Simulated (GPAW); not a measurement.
# Cu (P-1) in GPAW: a series of runs

Aim: see how the results for Cu move with the level of theory and the settings. Levels: PBEsol+D4, PBE. Tasks: relaxation of cell and atoms, single point.

Everything below comes from runs of GPAW 26.7.0. Logs are shortened: lines on timing, memory, paths and dates and some standing lists are left out, and cuts for length are marked. The log counts tension as positive stress, the text compression.

### Step 1. The cell of the first run

The typed cell holds 1 atom: a = 2.479 Å, b = 2.477 Å, c = 2.450 Å, α = 108.63°, β = 107.81°, γ = 112.70°.

This isn't the form of Cu at room conditions, which is fcc.

### Step 2. Relaxation of cell and atoms, PBEsol+D4 (cell sheared at random, sigma 0.01, atoms nudged by 0.01 Å)

run.py

```python
from ase.calculators.mixing import SumCalculator
from ase.filters import FrechetCellFilter
from ase.io import read, write
from ase.optimize import BFGS
from dftd4.ase import DFTD4
from gpaw import GPAW, PW, setup_paths

setup_paths.insert(0, '.')

atoms = read('Cu.xyz')

calc = GPAW(mode=PW(600),
            xc='PBEsol',
            kpts={'size': (8, 8, 8), 'gamma': True},
            occupations={'name': 'fermi-dirac', 'width': 0.05},
            nbands=14,
            convergence={'density': 1e-05, 'forces': 0.0001},
            maxiter=150,
            txt='gpaw.txt')
atoms.calc = SumCalculator([calc, DFTD4(method='pbesol')])
opt = BFGS(FrechetCellFilter(atoms), trajectory='relax.traj', logfile='-')
done = opt.run(fmax=0.02, steps=60)
calc.write('gs.gpw')
write('result.traj', atoms)
print('Converged:', done)
print('Cell:', atoms.cell.cellpar().round(4))
print('Volume:', round(atoms.get_volume(), 4))
print(atoms.get_scaled_positions().round(5))
```

Cu.xyz

```xyz
1
Lattice="-1.4539857600 1.4643106900 1.3739820400 1.4487133000 -1.4679854000 1.3723068300 1.4251542200 1.4391538600 -1.3778349000" Properties=species:S:1:pos:R:3 pbc="T T T"
Cu     0.0000000000      0.0000000000      0.0000000000
```

Potentials or basis: PAW data sets generated in the run's folder for this functional, pw.

The run is started by

```console
gpaw-setup -f PBEsol Cu
OMP_NUM_THREADS=1 python run.py
```

gpaw.txt:

```text
__  _  _
 | _ |_)|_||  |
 |__||  | ||/\| - 26.7.0

Input parameters:
  mode=PW(ecut=600.0),
  convergence={'density': 1e-05, 'forces': 0.0001},
  kpts=MonkhorstPack(size=(8, 8, 8), gamma=True),
  maxiter=150,
  nbands=14,
  occupations=Occupations(name='fermi-dirac', width=0.05),
  xc=XC(name='PBEsol')

Diagonalizing LCAO Hamiltonian
Converting LCAO to pw mode

       Cu

Atoms  # Å, Bohr magnetons
|   | symbol |        x |        y |        z |    initial magnetic moments |
|---|--------|----------|----------|----------|-----------------------------|
| 0 |     Cu | 0.000000 | 0.000000 | 0.000000 | ( 0.0000,  0.0000,  0.0000) |

Unit cell  # Å
| periodic |         x |         y |         z |  lengths |     angles |
|----------|-----------|-----------|-----------|----------|------------|
|      yes | -1.453986 |  1.464311 |  1.373982 | 2.479134 | 108.632335 |
|      yes |  1.448713 | -1.467985 |  1.372307 | 2.477292 | 107.814216 |
|      yes |  1.425154 |  1.439154 | -1.377835 | 2.449624 | 112.704173 |
[... 117 lines left out ...]
SCF iterations
|iter     | |      energy | eigst |  dens |force |
|---------|-|-------------|-------|-------|------|
|iter:   1| |   -5.215733 | -0.44 |       |      |
|iter:   2| |   -4.812251 | -3.03 | -0.88 |      |
|iter:   3| |   -4.172715 | -1.93 | -0.97 |      |
|iter:   4| |   -4.162393 | -3.92 | -1.83 |      |
|iter:   5| |   -4.154963 | -3.60 | -1.96 |      |
|iter:   6| |   -4.154984 | -6.37 | -3.48 |      |
|iter:   7| |   -4.154985c| -6.15 | -3.61 |      |
|iter:   8| |   -4.154985c| -8.38c| -4.38 |      |
|iter:   9| |   -4.154984c| -8.81c| -4.72 |      |
|iter:  10| |   -4.154984c| -9.67c| -5.72c|      |
|iter:  11| |   -4.154984c|-10.25c| -6.18c| -infc|

Converged in 11 steps
Energy contributions relative to reference atoms: (reference = -44984.480490)

Energy contributions:
  Kinetic:         -13.285104
  Coulomb:          10.696535
  Zero:              0.059169
  External:          0.000000
  Xc:               -1.621616
  Entropy:          -0.007934
  Spinorbit:         0.000000
  ----------------------------
  Free energy:      -4.158951
  Extrapolated:     -4.154984
[... 37 lines left out ...]
Interpolating wave functions to new cell

       Cu

Atoms  # Å, Bohr magnetons
|   | symbol |         x |         y |         z |    initial magnetic moments |
|---|--------|-----------|-----------|-----------|-----------------------------|
| 0 |     Cu | -0.000000 | -0.000000 | -0.000000 | ( 0.0000,  0.0000,  0.0000) |

Unit cell  # Å
| periodic |         x |         y |         z |  lengths |     angles |
|----------|-----------|-----------|-----------|----------|------------|
|      yes | -1.445573 |  1.458118 |  1.369767 | 2.468208 | 108.701342 |
|      yes |  1.440458 | -1.461702 |  1.368152 | 2.466441 | 107.760995 |
|      yes |  1.421440 |  1.437481 | -1.373516 | 2.444052 | 112.601022 |

Number of symmetries: 2
Symmetry operations  # r_c * U_cc + t_c -> r_c
|   | kind |            matrix            |
|---|------|------------------------------|
| 0 |  E   |  1, 0, 0,  0, 1, 0,  0, 0, 1 |
| 1 |  i   | -1, 0, 0,  0,-1, 0,  0, 0,-1 |
[... 174 lines left out ...]
Interpolating wave functions to new cell

       Cu

Atoms  # Å, Bohr magnetons
|   | symbol |         x |         y |         z |    initial magnetic moments |
|---|--------|-----------|-----------|-----------|-----------------------------|
| 0 |     Cu | -0.000000 | -0.000000 | -0.000000 | ( 0.0000,  0.0000,  0.0000) |

Unit cell  # Å
| periodic |         x |         y |         z |  lengths |     angles |
|----------|-----------|-----------|-----------|----------|------------|
|      yes | -1.431131 |  1.449523 |  1.364669 | 2.451852 | 108.879899 |
|      yes |  1.426364 | -1.452886 |  1.363160 | 2.450224 | 107.617533 |
|      yes |  1.416966 |  1.438419 | -1.368165 | 2.438999 | 112.376595 |

Number of symmetries: 2
Symmetry operations  # r_c * U_cc + t_c -> r_c
|   | kind |            matrix            |
|---|------|------------------------------|
| 0 |  E   |  1, 0, 0,  0, 1, 0,  0, 0, 1 |
| 1 |  i   | -1, 0, 0,  0,-1, 0,  0, 0,-1 |
[... 175 lines left out ...]
Interpolating wave functions to new cell

       Cu

Atoms  # Å, Bohr magnetons
|   | symbol |         x |         y |         z |    initial magnetic moments |
|---|--------|-----------|-----------|-----------|-----------------------------|
| 0 |     Cu | -0.000000 | -0.000000 | -0.000000 | ( 0.0000,  0.0000,  0.0000) |

Unit cell  # Å
| periodic |         x |         y |         z |  lengths |     angles |
|----------|-----------|-----------|-----------|----------|------------|
|      yes | -1.426292 |  1.448934 |  1.364540 | 2.448610 | 109.001083 |
|      yes |  1.421710 | -1.452144 |  1.363046 | 2.447014 | 107.505747 |
|      yes |  1.416491 |  1.441899 | -1.367863 | 2.440609 | 112.282264 |

Number of symmetries: 2
Symmetry operations  # r_c * U_cc + t_c -> r_c
|   | kind |            matrix            |
|---|------|------------------------------|
| 0 |  E   |  1, 0, 0,  0, 1, 0,  0, 0, 1 |
| 1 |  i   | -1, 0, 0,  0,-1, 0,  0, 0,-1 |
[... 173 lines left out ...]
Interpolating wave functions to new cell

       Cu

Atoms  # Å, Bohr magnetons
|   | symbol |         x |         y |        z |    initial magnetic moments |
|---|--------|-----------|-----------|----------|-----------------------------|
| 0 |     Cu | -0.000000 | -0.000000 | 0.000000 | ( 0.0000,  0.0000,  0.0000) |

Unit cell  # Å
| periodic |         x |         y |         z |  lengths |     angles |
|----------|-----------|-----------|-----------|----------|------------|
|      yes | -1.310582 |  1.453022 |  1.364068 | 2.385283 | 112.306624 |
|      yes |  1.310866 | -1.451901 |  1.362643 | 2.383943 | 104.224897 |
|      yes |  1.403968 |  1.540870 | -1.362530 | 2.490360 | 110.258056 |

Number of symmetries: 2
Symmetry operations  # r_c * U_cc + t_c -> r_c
|   | kind |            matrix            |
|---|------|------------------------------|
| 0 |  E   |  1, 0, 0,  0, 1, 0,  0, 0, 1 |
| 1 |  i   | -1, 0, 0,  0,-1, 0,  0, 0,-1 |
[... 175 lines left out ...]
Interpolating wave functions to new cell

       Cu

Atoms  # Å, Bohr magnetons
|   | symbol |         x |         y |        z |    initial magnetic moments |
|---|--------|-----------|-----------|----------|-----------------------------|
| 0 |     Cu | -0.000000 | -0.000000 | 0.000000 | ( 0.0000,  0.0000,  0.0000) |

Unit cell  # Å
| periodic |         x |         y |         z |  lengths |     angles |
|----------|-----------|-----------|-----------|----------|------------|
|      yes | -1.377957 |  1.454972 |  1.366683 | 2.425599 | 110.505549 |
|      yes |  1.375522 | -1.456423 |  1.365372 | 2.424350 | 106.040061 |
|      yes |  1.410345 |  1.485947 | -1.368031 | 2.463457 | 111.429063 |

Number of symmetries: 2
Symmetry operations  # r_c * U_cc + t_c -> r_c
|   | kind |            matrix            |
|---|------|------------------------------|
| 0 |  E   |  1, 0, 0,  0, 1, 0,  0, 0, 1 |
| 1 |  i   | -1, 0, 0,  0,-1, 0,  0, 0,-1 |
[... 175 lines left out ...]
Interpolating wave functions to new cell

       Cu

Atoms  # Å, Bohr magnetons
|   | symbol |         x |         y |        z |    initial magnetic moments |
|---|--------|-----------|-----------|----------|-----------------------------|
| 0 |     Cu | -0.000000 | -0.000000 | 0.000000 | ( 0.0000,  0.0000,  0.0000) |

Unit cell  # Å
| periodic |         x |         y |         z |  lengths |     angles |
|----------|-----------|-----------|-----------|----------|------------|
|      yes | -1.354963 |  1.462722 |  1.367437 | 2.417719 | 111.329394 |
|      yes |  1.353689 | -1.463317 |  1.366323 | 2.416735 | 105.192163 |
|      yes |  1.404804 |  1.508480 | -1.367822 | 2.473848 | 111.129510 |

Number of symmetries: 2
Symmetry operations  # r_c * U_cc + t_c -> r_c
|   | kind |            matrix            |
|---|------|------------------------------|
| 0 |  E   |  1, 0, 0,  0, 1, 0,  0, 0, 1 |
| 1 |  i   | -1, 0, 0,  0,-1, 0,  0, 0,-1 |
[... 502 lines left out ...]
SCF iterations
|iter     | |      energy | eigst |  dens |force |
|---------|-|-------------|-------|-------|------|
|iter:   1| |   -4.171603 | -1.32 |       |      |
|iter:   2| |   -4.171516 | -5.19 | -2.38 |      |
|iter:   3| |   -4.170780c| -4.65 | -2.41 |      |
|iter:   4| |   -4.170734c| -5.59 | -2.99 |      |
|iter:   5| |   -4.170732c| -7.26 | -3.76 |      |
|iter:   6| |   -4.170733c| -8.07c| -4.06 |      |
|iter:   7| |   -4.170733c| -8.10c| -4.82 |      |
|iter:   8| |   -4.170733c| -9.16c| -5.73c|      |
|iter:   9| |   -4.170733c|-10.10c| -6.39c| -infc|

Converged in 9 steps
Energy contributions relative to reference atoms: (reference = -44984.480490)

Energy contributions:
  Kinetic:         -12.662445
  Coulomb:          10.204233
  Zero:              0.060578
  External:          0.000000
  Xc:               -1.771374
  Entropy:          -0.003450
  Spinorbit:         0.000000
  ----------------------------
  Free energy:      -4.172458
  Extrapolated:     -4.170733
[... 625 lines left out ...]
Interpolating wave functions to new cell

       Cu

Atoms  # Å, Bohr magnetons
|   | symbol |         x |        y |        z |    initial magnetic moments |
|---|--------|-----------|----------|----------|-----------------------------|
| 0 |     Cu | -0.000000 | 0.000000 | 0.000000 | ( 0.0000,  0.0000,  0.0000) |

Unit cell  # Å
| periodic |         x |         y |         z |  lengths |     angles |
|----------|-----------|-----------|-----------|----------|------------|
|      yes | -1.269849 |  1.809052 |  1.232791 | 2.530802 | 119.446739 |
|      yes |  1.269625 | -1.810397 |  1.231617 | 2.531080 |  89.913880 |
|      yes |  1.241009 |  1.716032 | -1.232307 | 2.450193 | 121.731714 |

Number of symmetries: 2
Symmetry operations  # r_c * U_cc + t_c -> r_c
|   | kind |            matrix            |
|---|------|------------------------------|
| 0 |  E   |  1, 0, 0,  0, 1, 0,  0, 0, 1 |
| 1 |  i   | -1, 0, 0,  0,-1, 0,  0, 0,-1 |
[... 934 lines left out ...]
|          2 |         5.035 |     2.000 |
|          3 |         5.549 |     2.000 |
|          4 |         5.777 |     2.000 |
|          5 |         6.487 |     2.000 |
|          6 |        31.040 |     0.000 |
|          7 |        31.690 |     0.000 |
|          8 |        33.907 |     0.000 |
|          9 |        34.442 |     0.000 |
|         10 |        35.570 |     0.000 |
|         11 |        36.120 |     0.000 |
|         12 |        36.356 |     0.000 |
|         13 |        37.747 |     0.000 |

No gap
No difference between direct/indirect transitions

Stress tensor  # eV/Ang^3
|         x |        y |         z |
|-----------|----------|-----------|
| -0.024562 | 0.008514 |  0.000993 |
|  0.008514 | 0.088416 |  0.000192 |
|  0.000993 | 0.000192 | -0.157290 |

Forces  # eV/Ang
|       x |       y |       z |
|---------|---------|---------|
| 0.00000 | 0.00000 | 0.00000 |  # Cu   0

Interpolating wave functions to new cell
[... 575 lines left out ...]
Stress tensor  # eV/Ang^3
|         x |         y |         z |
|-----------|-----------|-----------|
| -0.026373 |  0.000463 |  0.000040 |
|  0.000463 | -0.026857 |  0.000164 |
|  0.000040 |  0.000164 | -0.026935 |

Forces  # eV/Ang
|       x |       y |       z |
|---------|---------|---------|
| 0.00000 | 0.00000 | 0.00000 |  # Cu   0

# Writing to gs.gpw (mode='')
```

Wall time 6.7 min (1 thread of Arm Neoverse V2, shared host); peak memory 0.29 GiB.

Results:

```yaml
Free_energy: -4.5355 eV
Relaxed_volume: 11.23 Å³/atom
Relaxed_cell: a = 2.513 Å, b = 2.512 Å, c = 2.514 Å, α = 119.94°, β = 90.04°, γ = 119.97°
Space_group_after_relaxing_to_0.05_Å: Fm-3m (No. 225)
Energy_gained_by_relaxing: 44.5 meV/atom
Ionic_steps: 20
Pressure_after_relaxing: 0.0 GPa
Band_gap_on_the_k_mesh: none (metal or under the smearing width)
Dispersion_energy_per_atom: -0.339 eV
```

The path:
| step | energy change (eV) | largest force (eV/Å) | pressure (GPa) | volume (Å³) |
| --- | --- | --- | --- | --- |
| 1 | 0.0000 | 0.0000 | -3.23 | 11.46 |
| 2 | -0.0020 | 0.0000 | -1.64 | 11.34 |
| 3 | -0.0030 | 0.0000 | 0.53 | 11.20 |
| 4 | -0.0033 | 0.0000 | 0.69 | 11.19 |
| 5 | -0.0075 | 0.0000 | 3.21 | 11.07 |
| 6 | -0.0088 | 0.0000 | 0.71 | 11.19 |
| 7 | -0.0119 | 0.0000 | 0.63 | 11.20 |
| 8 | -0.0172 | 0.0000 | 0.23 | 11.25 |
| 9 | -0.0209 | 0.0000 | -0.25 | 11.26 |
| 10 | -0.0274 | 0.0000 | -0.61 | 11.28 |
| 11 | -0.0338 | 0.0000 | -0.62 | 11.28 |
| 12 | -0.0346 | 0.0000 | -0.20 | 11.25 |
| 13 | -0.0334 | 0.0000 | 5.66 | 10.90 |
| 14 | -0.0400 | 0.0000 | 1.58 | 11.13 |
| 15 | -0.0408 | 0.0000 | 1.16 | 11.15 |
| 16 | -0.0436 | 0.0000 | -0.01 | 11.23 |
| 17 | 0.1056 | 0.0000 | 0.87 | 11.55 |
| 18 | -0.0443 | 0.0000 | -0.46 | 11.26 |
| 19 | -0.0444 | 0.0000 | -0.36 | 11.25 |
| 20 | -0.0445 | 0.0000 | -0.04 | 11.23 |

Final structure:
```
Cu
1.0
    -1.23958    1.78735    1.25765
     1.24018   -1.78764    1.25597
     1.27510    1.76553   -1.25580
Cu
1
Direct
  0.00000 0.00000 0.00000
```

Caveat: the k mesh is coarse (spacing up to 0.40 Å⁻¹), so the values aren't converged; with this Cu data set, volumes or pressures lay over 1.5 % or 2 GPa off other programs in two to four cells of ten; later steps reuse the first step's grids; pairwise dispersion overbinds metals, which lowers pressure and volume.

### Step 3. Single point, PBE (strain = 0.02; cell sheared at random, sigma 0.01, atoms nudged by 0.01 Å)

run.py

```python
from ase import Atoms
from ase.dft.bandgap import bandgap
from ase.io import write
from ase.units import GPa
from gpaw import GPAW, PW

atoms = Atoms(['Cu'],
              cell=[[-1.4393426531, 1.4497708324, 1.37398204],
                    [1.434033446, -1.453498267, 1.37230683],
                    [1.4395457586, 1.4534054022, -1.3778349]],
              scaled_positions=[[0.0, 0.0, 0.0]],
              pbc=True)

calc = GPAW(mode=PW(600),
            xc='PBE',
            kpts={'size': (13, 13, 13), 'gamma': True},
            occupations={'name': 'fermi-dirac', 'width': 0.05},
            nbands=14,
            convergence={'density': 1e-05, 'energy': 1e-05},
            maxiter=150,
            txt='gpaw.txt')
atoms.calc = calc
energy = atoms.get_potential_energy()
forces = atoms.get_forces()
stress = atoms.get_stress()
calc.write('gs.gpw')
write('result.traj', atoms)
print(f'Energy: {energy:.6f} eV')
print('Forces (eV/A):')
print(forces.round(4))
print('Stress (GPa):', (stress / GPa).round(3))
print('Fermi level:', round(calc.get_fermi_level(), 4), 'eV')
print(f'Gap: {bandgap(calc)[0]:.4f} eV, direct: {bandgap(calc, direct=True)[0]:.4f} eV')
```

Potentials or basis: GPAW PAW data sets (gpaw-data 1.2.1), pw.

The run is started by

```console
OMP_NUM_THREADS=1 python run.py
```

gpaw.txt:

```text
__  _  _
 | _ |_)|_||  |
 |__||  | ||/\| - 26.7.0

Input parameters:
  mode=PW(ecut=600.0),
  convergence={'density': 1e-05, 'energy': 1e-05},
  kpts=MonkhorstPack(size=(13, 13, 13), gamma=True),
  maxiter=150,
  nbands=14,
  occupations=Occupations(name='fermi-dirac', width=0.05),
  xc=XC(name='PBE')

Diagonalizing LCAO Hamiltonian
Converting LCAO to pw mode

       Cu

Atoms  # Å, Bohr magnetons
|   | symbol |        x |        y |        z |    initial magnetic moments |
|---|--------|----------|----------|----------|-----------------------------|
| 0 |     Cu | 0.000000 | 0.000000 | 0.000000 | ( 0.0000,  0.0000,  0.0000) |

Unit cell  # Å
| periodic |         x |         y |         z |  lengths |     angles |
|----------|-----------|-----------|-----------|----------|------------|
|      yes | -1.439343 |  1.449771 |  1.373982 | 2.461985 | 108.636146 |
|      yes |  1.434033 | -1.453498 |  1.372307 | 2.460149 | 107.817476 |
|      yes |  1.439546 |  1.453405 | -1.377835 | 2.466396 | 112.171955 |

Number of symmetries: 2
Symmetry operations  # r_c * U_cc + t_c -> r_c
|   | kind |            matrix            |
|---|------|------------------------------|
| 0 |  E   |  1, 0, 0,  0, 1, 0,  0, 0, 1 |
| 1 |  i   | -1, 0, 0,  0,-1, 0,  0, 0,-1 |

BZ-sampling:
  Number of BZ points: 2197
  Number of IBZ points: 1099

  Monkhorst-Pack size: [13, 13, 13]
  Monkhorst-Pack shift: [0, 0, 0]

K-points  # in reciprocal-cell coordinates
[... 89 lines left out ...]

xc functional:
  name: PBE with 2 nearest neighbor stencil

convergence criteria:
- Maximum integral of absolute [dens]ity change: 1e-05 electrons / valence electron
- Maximum [total energy] change in last 3 cyles: 1e-05 eV / valence electron
- Maximum integral of absolute [eigenst]ate change: 4e-08 eV^2 / valence electron
maximum number of iterations: 150

SCF iterations
|iter     | |      energy | eigst |  dens |
|---------|-|-------------|-------|-------|
|iter:   1| |   -4.581071 | -0.44 |       |
|iter:   2| |   -4.220764 | -3.02 | -0.90 |
|iter:   3| |   -3.643242 | -1.93 | -1.00 |
|iter:   4| |   -3.632968 | -4.01 | -1.82 |
|iter:   5| |   -3.625665 | -3.49 | -1.96 |
|iter:   6| |   -3.625673 | -6.49 | -3.51 |
|iter:   7| |   -3.625672c| -6.06 | -3.52 |
|iter:   8| |   -3.625672c| -7.50c| -4.72 |
|iter:   9| |   -3.625672c| -8.48c| -5.36c|

Converged in 9 steps
Energy contributions relative to reference atoms: (reference = -45021.451841)

Energy contributions:
  Kinetic:         -10.495947
  Coulomb:           8.183741
  Zero:              0.053700
  External:          0.000000
  Xc:               -1.365890
  Entropy:          -0.002551
  Spinorbit:         0.000000
  ----------------------------
  Free energy:      -3.626947
  Extrapolated:     -3.625672

dipole moment: (-3.127480, -3.161151, -2.984035)  # |e|*Ang

Fermi level: 8.400
Eigenvalues  # (at kpt = [0.000, 0.000, 0.000])
| band index |      eig [eV] | occ [0-2] |
|------------|---------------|-----------|
|          0 |        -1.157 |     2.000 |
|          1 |         5.134 |     2.000 |
|          2 |         5.325 |     2.000 |
|          3 |         5.360 |     2.000 |
|          4 |         6.192 |     2.000 |
|          5 |         6.415 |     2.000 |
|          6 |        33.624 |     0.000 |
|          7 |        33.769 |     0.000 |
|          8 |        35.065 |     0.000 |
|          9 |        37.303 |     0.000 |
|         10 |        37.305 |     0.000 |
|         11 |        37.607 |     0.000 |
|         12 |        37.622 |     0.000 |
|         13 |        38.392 |     0.000 |

No gap
No difference between direct/indirect transitions

Forces  # eV/Ang
|       x |       y |       z |
|---------|---------|---------|
| 0.00000 | 0.00000 | 0.00000 |  # Cu   0

Stress tensor  # eV/Ang^3
|         x |         y |         z |
|-----------|-----------|-----------|
| -0.053234 |  0.000006 | -0.002685 |
|  0.000006 | -0.058425 | -0.001990 |
| -0.002685 | -0.001990 | -0.056088 |

# Writing to gs.gpw (mode='')
```

stdout:

```text
Energy: -3.625672 eV
Forces (eV/A):
[[0. 0. 0.]]
Stress (GPa): [-8.529e+00 -9.361e+00 -8.986e+00 -3.190e-01 -4.300e-01  1.000e-03]
Fermi level: 8.3995 eV
Gap: 0.0000 eV, direct: 0.0000 eV
```

Wall time 79 s (1 thread of Arm Neoverse V2, shared host); peak memory 0.29 GiB.

What came out:

```
Free energy            : -3.6269 eV
Pressure               : 9.0 GPa
Band gap on the k mesh : none (metal or under the smearing width)
```

Caveat: with this Cu data set, volumes or pressures lay over 1.5 % or 2 GPa off other programs in two to four cells of ten; the density grid can change from cell to cell, which puts small steps into energies and stress.
